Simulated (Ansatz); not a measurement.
Given:

NaBr (rock salt) is sheared across one {110} plane: the third cell vector gains the shift, so faults repeat every 6.4 Å. The cut lies between planes 2.13 Å apart; the cell height is held.

```xyz
6
Lattice="4.2681 0.0000 0.0000 0.0000 6.0360 0.0000 2.1340 3.0180 6.4021" Properties=species:S:1:pos:R:3 pbc="T T T"
Br     1.7784     2.5150     5.3351
Br     1.7784     2.5150     1.0670
Br     3.9124     5.5330     3.2011
Na     1.7784     5.5330     5.3351
Na     1.7784     5.5330     1.0670
Na     3.9124     2.5150     3.2011
```

In-plane vectors a = (4.268, 0.000) Å, b = (0.000, 6.036) Å, area 25.76 Å². The shift is x·a + y·b, and the map repeats with period 1 in x and y. The shift is rigid: no atom relaxes. γ = [E(shift) − E(0)] / area.

The numbers are results of PBE (plane waves to 420 eV, PAW, scalar-relativistic; Ansatz, a program for electronic structure), not measurements. k mesh 7×7×7 (Γ-centred), Fermi-Dirac smearing 0.05 eV. E is the zero-smearing estimate. Points where atoms come too close for the PAW data are left out (x in tables, blank in figures). As the smearing reaches across the gap at some points, the k mesh leaves noise in γ, roughly 0.02 J/m² as judged from a few cases. Faults lie only 6.4 Å apart, and holding the cell height and the atoms raises γ above its relaxed value. NaBr was relaxed with its symmetry unable to fall. γ is measured from zero shift.

The scan covers x from 0.000 to 0.833 in 6 points and y from 0.000 to 0.833 in 6 points.

### Question
Where does the grid have local minima besides zero shift?

### Answer
No grid point is one.

### Question
Stepping between nearest grid points (4 neighbours each), what is the highest γ met on the easiest way from zero shift to the shift a?

### Answer
1.19 J/m².

(The slope of γ gives the shear force per area between the displaced halves; near zero shift its curvature is an elastic stiffness.)
